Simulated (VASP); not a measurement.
# Ag (I4/mmm) in VASP: further runs, part 2 of 2

VASP 6.6.1. The steps go on from the part before.

**4. Single point, LDA (strain -0.1500 x Voigt [1, 1, 0, 0, 0, 0], atoms carried along)**

Input file INCAR:

```
PREC = Accurate
ENCUT = 520
EDIFF = 1E-6
ISMEAR = 0
SIGMA = 0.15
LREAL = F
LASPH = T
NELM = 100
ALGO = Normal
ISIF = 2
LWAVE = F
LCHARG = T
GGA = CA
LELF = T
LVHAR = T
NBANDS = 12
```

Input file KPOINTS:

```
regular mesh
0
Gamma
  20 20 20
```

Input file POSCAR:

```
Ag
1.0
    0.0000000000      1.7366350000      2.0431000000
    1.7366350000      0.0000000000      2.0431000000
    1.7366350000      1.7366350000      0.0000000000
Ag
1
Direct
    0.0000000000      0.0000000000      0.0000000000
```

Potentials or basis: VASP PAW LDA potentials, release 64 (Ag).

Started as:

```
> cat potpaw_LDA.64/Ag/POTCAR > POTCAR
> mpirun -np 1 vasp_std > vasp.out
```

OUTCAR:

```text
PREC = Accurate
   ENCUT = 520
   EDIFF = 1E-6
   ISMEAR = 0
   LREAL = F
   LASPH = T
   NELM = 100
   ISIF = 2
   GGA = CA

 ion  position               nearest neighbor table
   1  0.000  0.000  0.000-

  LATTYP: Found a body centered tetragonal cell.
 ALAT       =     2.4559727699
 C/A-ratio  =     1.6637806616

  Lattice vectors:

 A1 = (  -1.7366350000,   0.0000000000,   2.0431000000)
 A2 = (   1.7366350000,   0.0000000000,   2.0431000000)
 A3 = (   0.0000000000,   1.7366350000,  -2.0431000000)

Analysis of symmetry for initial positions (statically):
=====================================================================
 Subroutine PRICEL returns:
 Original cell was already a primitive cell.

 Routine SETGRP: Setting up the symmetry group for a
 body centered tetragonal supercell.

 Subroutine GETGRP returns: Found 16 space group operations
 (whereof 16 operations were pure point group operations)
 out of a pool of 16 trial point group operations.

The static configuration has the point symmetry D_4h.

Analysis of symmetry for dynamics (positions and initial velocities):
=====================================================================
 Subroutine PRICEL returns:
 Original cell was already a primitive cell.

 Routine SETGRP: Setting up the symmetry group for a
 body centered tetragonal supercell.

 Subroutine GETGRP returns: Found 16 space group operations
 (whereof 16 operations were pure point group operations)
 out of a pool of 16 trial point group operations.

The dynamic configuration has the point symmetry D_4h.

 Subroutine INISYM returns: Found 16 space group operations
 (whereof 16 operations are pure point group operations),
 and found     1 'primitive' translations

----------------------------------------------------------------------------------------

                                     Primitive cell

  volume of cell :      12.3236

  direct lattice vectors                    reciprocal lattice vectors
     0.000000000  1.736635000  2.043100000    -0.287913119  0.287913119  0.244726151
     1.736635000  0.000000000  2.043100000     0.287913119 -0.287913119  0.244726151
     1.736635000  1.736635000  0.000000000     0.287913119  0.287913119 -0.244726151

  length of vectors
     2.681447134  2.681447134  2.455972770     0.475056647  0.475056647  0.475056647

  position of ions in fractional coordinates (direct lattice)
     0.000000000  0.000000000  0.000000000

  ion indices of the primitive-cell ions
   primitive index   ion index
                 1           1

----------------------------------------------------------------------------------------

 KPOINTS: regular mesh

Automatic generation of k-mesh.
 Grid dimensions read from file:
 generate k-points for:   20   20   20

 Generating k-lattice:

  Cartesian coordinates                     Fractional coordinates (reciprocal lattice)
    -0.014395656  0.014395656  0.012236308     0.050000000  0.000000000  0.000000000
     0.014395656 -0.014395656  0.012236308     0.000000000  0.050000000  0.000000000
     0.014395656  0.014395656 -0.012236308     0.000000000  0.000000000  0.050000000

  Length of vectors
     0.023752832  0.023752832  0.023752832

  Shift w.r.t. Gamma in fractional coordinates (k-lattice)
     0.000000000  0.000000000  0.000000000

 Subroutine IBZKPT returns following result:
 ===========================================

 Found    641 irreducible k-points:

 Following reciprocal coordinates:
            Coordinates               Weight
  0.000000  0.000000  0.000000      1.000000
  0.050000  0.000000  0.000000      8.000000
  0.100000  0.000000  0.000000      8.000000
  0.150000  0.000000  0.000000      8.000000
  0.200000  0.000000  0.000000      8.000000
  0.250000  0.000000  0.000000      8.000000
[... 16 lines left out ...]
 -0.400000  0.050000  0.000000      8.000000
 -0.350000  0.050000  0.000000      8.000000
 [... further k-points ...]
   k-points           NKPTS =    641   k-points in BZ     NKDIM =    641   number of bands    NBANDS=     12
   number of dos      NEDOS =    301   number of ions     NIONS =      1
   total plane-waves  NPLWV =   7200
   dimension x,y,z NGX =    20 NGY =   20 NGZ =   18
   dimension x,y,z NGXF=    40 NGYF=   40 NGZF=   36
   ions per type =               1
   NGX,Y,Z   is equivalent  to a cutoff of  12.40, 12.40, 12.18 a.u.
   NGXF,Y,Z  is equivalent  to a cutoff of  24.80, 24.80, 24.37 a.u.
 SYSTEM =  unknown system
   PREC   = accura    normal or accurate (medium, high low for compatibility)
   ISTART =      0    job   : 0-new  1-cont  2-samecut
   ICHARG =      2    charge: 1-file 2-atom 10-const
   ISPIN  =      1    spin polarized calculation?
   LNONCOLLINEAR =      F non collinear calculations
   LSORBIT =      F    spin-orbit coupling
   LASPH  =      T    aspherical Exc in radial PAW
   ENCUT  =  520.0 eV  38.22 Ry    6.18 a.u.   4.99  4.99  4.57*2*pi/ulx,y,z
   NELM   =    100;   NELMIN=  2; NELMDL= -5     # of ELM steps
   EDIFF  = 0.1E-05   stopping-criterion for ELM
   LREAL  =      F    real-space projection
   EDIFFG = 0.1E-04   stopping-criterion for IOM
   NSW    =      0    number of steps for IOM
   IBRION =     -1    ionic relax: 0-MD 1-quasi-New 2-CG
   NFREE  =      0    steps in history (QN), initial steepest desc. (CG)
   ISIF   =      2    stress and relaxation
   ISYM   =      2    0-nonsym 1-usesym 2-fastsym
   POTIM  = 0.5000    time-step for ionic-motion
   TEBEG  =    0.0;   TEEND  =   0.0 temperature during run
   PSTRESS=    0.0 pullay stress
   NELECT =      11.0000    total number of electrons
   NUPDOWN=      -1.0000    fix difference up-down
   EMIN   =  10.00;   EMAX   =-10.00  energy-range for DOS
   EFERMI =   0.00;   METHOD = LEGACY
   ISMEAR =     0;   SIGMA  =   0.15  broadening in eV -4-tet -1-fermi 0-gaus
   EFERMI_NEDOS =   21; number of points for ismear=-14 and -15
   IALGO  =     38    algorithm
   IMIX   =      4    mixing-type and parameters
     AMIX     =   0.40;   BMIX     =  1.00
     AMIX_MAG =   1.60;   BMIX_MAG =  1.00
  volume/ion in A,a.u.               =      12.32        83.16
  Fermi-wavevector in a.u.,A,eV,Ry     =   1.576256  2.978692 33.804814  2.484584
  Thomas-Fermi vector in A             =   2.677117
   LORBIT       =      0    0 simple, 1 ext, 2 COOP (PROOUT), +10 PAW based schemes
   GGA     = CA    functional components
   LHFCALC =     F    Hartree Fock is set to
   AEXX    =    0.0000 exact exchange contribution
   IVDW    =     0    specifies the selected vdW correction
   LEPSILON=     F    determine dielectric tensor
   LRPA    =     F    only Hartree local field effects (RPA)
 non-spin polarized calculation
 Gauss-broadening in eV      SIGMA  =   0.15
  energy-cutoff  :      520.00
  volume of cell :       12.32
 maximum number of plane-waves:       352
   NGX =  9   NGY =  9   NGZ =  9

 number of electron      11.0000002 magnetization

 Free energy of the ion-electron system (eV)
  ---------------------------------------------------
  ext. energy  EPLUGINS =         0.00000000
  ---------------------------------------------------
  free energy    TOTEN  =        -3.01428886 eV

  energy without entropy =       -3.01283056  energy(sigma->0) =       -3.01355971

 E-fermi :  13.9160     XC(G=0): -14.5884

 val. band max:       13.9128764392   @ k =   0.4000   0.0000   0.4000
 cond. band min:      13.9298364736   @ k =  -0.1500   0.3000   0.2500
 fundamental gap:      0.0169600344
 Fermi energy:        13.9159738943

 k-point     1 :       0.0000    0.0000    0.0000
  band No.  band energies     occupation
      1       3.1251      2.00000
      2       6.2079      2.00000
      3       8.0605      2.00000
      4       8.0761      2.00000
      5       8.0761      2.00000
      6      10.0978      2.00000
      7      30.3588      0.00000
      8      32.5487      0.00000
      9      36.9378      0.00000
     10      36.9378      0.00000
     11      41.4340      0.00000
     12      44.6684      0.00000
[... 331 lines left out ...]
 k-point    24 :      -0.3500    0.0500    0.0000
  band No.  band energies     occupation
      1       4.9471      2.00000
      2       6.6668      2.00000
      3       8.2726      2.00000
      4       9.3261      2.00000
      5       9.8983      2.00000
      6      11.1952      2.00000
      7      22.7484      0.00000
      8      28.9202      0.00000
      9      34.8905      0.00000
     10      38.3596      0.00000
     11      38.5485      0.00000
     12      42.6097      0.00000

 [... further k-points ...]

------------------------ aborting loop because EDIFF is reached ----------------------------------------

  FORCE on cell =-STRESS in cart. coord.  units (eV):
  Direction    XX          YY          ZZ          XY          YZ          ZX
  --------------------------------------------------------------------------------------
  -------------------------------------------------------------------------------------
  Total        6.9255063      6.9255063      4.4150272      0.0000000      0.0000000     -0.0000000
  in kB      900.3790741    900.3790741    573.9938625      0.0000000      0.0000000     -0.0000000
  external PRESSURE =     791.5840036 kB  Pullay stress =       0.0000000 kB

 VOLUME and BASIS-vectors are now :
 -----------------------------------------------------------------------------
  energy-cutoff  :      520.00
  volume of cell :       12.32
      direct lattice vectors                 reciprocal lattice vectors
     0.000000000  1.736635000  2.043100000    -0.287913119  0.287913119  0.244726151
     1.736635000  0.000000000  2.043100000     0.287913119 -0.287913119  0.244726151
     1.736635000  1.736635000  0.000000000     0.287913119  0.287913119 -0.244726151

 POSITION                                       TOTAL-FORCE (eV/Angst)
 -----------------------------------------------------------------------------------
      0.00000      0.00000      0.00000         0.000000      0.000000      0.000000
 -----------------------------------------------------------------------------------
    total drift:                                0.000000     -0.000000      0.000000

  FREE ENERGIE OF THE ION-ELECTRON SYSTEM (eV)
  ---------------------------------------------------
  free  energy   TOTEN  =        -3.0142888565 eV

  energy  without entropy=       -3.0128305644  energy(sigma->0) =       -3.01355971
```

It took 27 s on 1 thread of Intel Xeon 6975P-C (Granite Rapids), shared host; peak memory 0.19 GiB.

What came out:

- Free energy: -3.0143 eV
- Pressure: 79.2 GPa
- Band gap on the k mesh: none (metal or under the smearing width)

Stress tensor (GPa, compression positive):
```
90.04  0.00  0.00
 0.00 90.04  0.00
 0.00  0.00 57.40
```

Caveat: the cell as given lies far from equilibrium; so large a pressure means that the cell lies far from this level's equilibrium, or that cutoff or potentials fall short.

**5. The runs side by side**

```csv
cell,gap on the mesh (eV),pressure (GPa)
"strain +0.0750 x Voigt [1, 1, 0, 0, 0, 0], atoms carried along",none,-15.7
"strain +0.1500 x Voigt [1, 1, 0, 0, 0, 0], atoms carried along",none,-17.5
"strain -0.1500 x Voigt [1, 1, 0, 0, 0, 0], atoms carried along",none,79.2
```

Alike in all rows: task single point; level LDA; potentials or basis VASP PAW LDA potentials, release 64 (Ag); no spin polarisation; k mesh 20 × 20 × 20; cutoff (eV) 520; smearing gaussian 0.15 eV.

Caveats: so large a pressure means that the cell lies far from this level's equilibrium, or that cutoff or potentials fall short; the cell as given lies far from equilibrium (some runs).

Total energies depend on the potentials used, so only differences within one code and one set of settings carry meaning.
